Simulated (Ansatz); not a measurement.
Input and command of a plane-wave DFT calculation in Ansatz:

```yaml
crystal:
  lattice:
    - [0.0, 3.2446715274, 3.2446715274]
    - [3.2446715274, 0.0, 3.2446715274]
    - [3.2446715274, 3.2446715274, 0.0]
  atoms:
    - { symbol: Cd, position: [0.0, 0.0, 0.0] }
    - { symbol: Te, position: [0.75, 0.75, 0.75] }
basis:
  ecutwfc: 420
kpoints:
  mp_grid: { grid: [8, 8, 8] }
hamiltonian:
  xc: pbesol
scf:
  occupations: { method: fixed }
output:
  forces: true
  stress: true
  eigenvalues: true
relax:
  adjacent_minimum: "off"
  f_tol: 0.001
  max_steps: 60
  cell: { stress_tol: 0.02, p_target: -3.0 }
```

```bash
ansatz run input.yaml --threads 1 --pin off --max-ram 3072MiB --backend cpu --events-out ev --progress --plain --runs-dir out
```

Processor: Intel(R) Xeon(R) 6975P-C (Granite Rapids), 1 thread, on a host shared with other jobs.

**Question.** Estimate time, memory and problem size.

**Answer.** About 19 s on 1 thread of Intel(R) Xeon(R) 6975P-C (Granite Rapids) (shared host), peak memory 0.42 GiB. It solves 22 bands at 29 k points (the mesh reduced by the symmetry that the task leaves, which can be less than the crystal's) with about 1459 plane waves (on the last cell), in 28 SCF iterations over 5 ionic steps.
